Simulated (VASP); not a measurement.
Input of a VASP 6.6.1 run:

The input INCAR:

```
ALGO = Fast
EDIFF = 1E-7
ENCUT = 520
GGA = PS
ISIF = 2
ISMEAR = 0
LASPH = T
LCHARG = F
LREAL = F
LWAVE = F
NBANDS = 11
NELM = 60
PREC = Accurate
SIGMA = 0.1
```

Contents of KPOINTS:

```
k-points
0
Gamma
  6 6 6
```

Contents of POSCAR:

```
MgSe
1.0
    0.0000000000      2.7255000000      2.7255000000
    2.7255000000      0.0000000000      2.7255000000
    2.7255000000      2.7255000000      0.0000000000
Mg Se
1 1
Direct
    0.0000000000      0.0000000000      0.0000000000
    0.5000000000      0.5000000000      0.5000000000
```

Potentials or basis: VASP PAW PBE potentials, release 64 (Mg, Se).

The run is started by

```sh
$ cat potpaw_PBE.64/Mg/POTCAR potpaw_PBE.64/Se/POTCAR > POTCAR
$ mpirun -np 1 vasp_std > vasp.out
```

(1) Predict the pressure.

(2) Estimate the band gap on the k mesh.

## Answers

(1) -0.1 GPa.

(2) 1.76 eV, indirect (least direct gap 2.50 eV).

Caveat: the PAW data sets were made with another functional, which shifts forces and pressure a little.
